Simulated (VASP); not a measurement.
Si in VASP 6.6.1, single-point calculation

INCAR

```
ISMEAR = -1
LREAL = .FALSE.
EDIFF = 1E-7
SIGMA = 0.02
ISIF = 2
NSW = 0
ENCUT = 520
LCHARG = .FALSE.
NBANDS = 8
LWAVE = .FALSE.
LASPH = .TRUE.
IBRION = -1
NELM = 120
GGA = PE
PREC = Accurate
```

KPOINTS

```
KPOINTS created by Atomic Simulation Environment
0
Gamma
8 8 8
0 0 0
```

POSCAR

```
Si
 1.0000000000000000
     0.0000000000000000    2.7085083012000002    2.7085083012000002
     2.7085083012000002    0.0000000000000000    2.7085083012000002
     2.7085083012000002    2.7085083012000002    0.0000000000000000
 Si
   2
Cartesian
  0.0000000000000000  0.0000000000000000  0.0000000000000000
  1.3542541506000001  1.3542541506000001  1.3542541506000001
```

The recommended PBE PAW datasets give the neutral cell 8 valence electrons.

Command

```
mpirun -np 1 vasp_std
```

**Question.** Predict the outcome of this run.

**Answer.** It converged. Results: gap between bands v and c on the k mesh 0.60 eV; least direct gap on the k mesh 2.57 eV; pressure 2.7 GPa. Band v is the last that the valence electrons fill when counted band by band, and c is the next.

OSZICAR

```
N       E                     dE             d eps       ncg     rms          rms(c)
DAV:   1     0.912847546818E+01    0.91285E+01   -0.34336E+03   464   0.784E+02
DAV:   2    -0.107531657576E+02   -0.19882E+02   -0.19649E+02   728   0.875E+01
DAV:   3    -0.110209066830E+02   -0.26774E+00   -0.26774E+00   616   0.126E+01
DAV:   4    -0.110219649039E+02   -0.10582E-02   -0.10582E-02   736   0.905E-01
DAV:   5    -0.110219656322E+02   -0.72837E-06   -0.72834E-06   600   0.206E-02    0.493E+00
DAV:   6    -0.108934878269E+02    0.12848E+00   -0.85487E-02   584   0.153E+00    0.302E+00
DAV:   7    -0.108353084925E+02    0.58179E-01   -0.16041E-01   592   0.223E+00    0.199E-01
DAV:   8    -0.108363837796E+02   -0.10753E-02   -0.41083E-03   520   0.489E-01    0.748E-02
DAV:   9    -0.108365710080E+02   -0.18723E-03   -0.18334E-04   712   0.108E-01    0.579E-02
DAV:  10    -0.108365985193E+02   -0.27511E-04   -0.33944E-05   504   0.438E-02    0.116E-02
DAV:  11    -0.108365980951E+02    0.42415E-06   -0.55083E-07   760   0.537E-03    0.231E-03
DAV:  12    -0.108365983961E+02   -0.30096E-06   -0.56688E-07   504   0.607E-03    0.115E-03
DAV:  13    -0.108365984086E+02   -0.12454E-07   -0.22438E-09   376   0.429E-04
   1 F= -.10836598E+02 E0= -.10836598E+02  d E =-.301497E-08
```

For comparison, a separate PBE run of the intended cell, on usual settings and not on those above, gives a gap of 0.60 eV on its mesh and a pressure of 2.7 GPa.
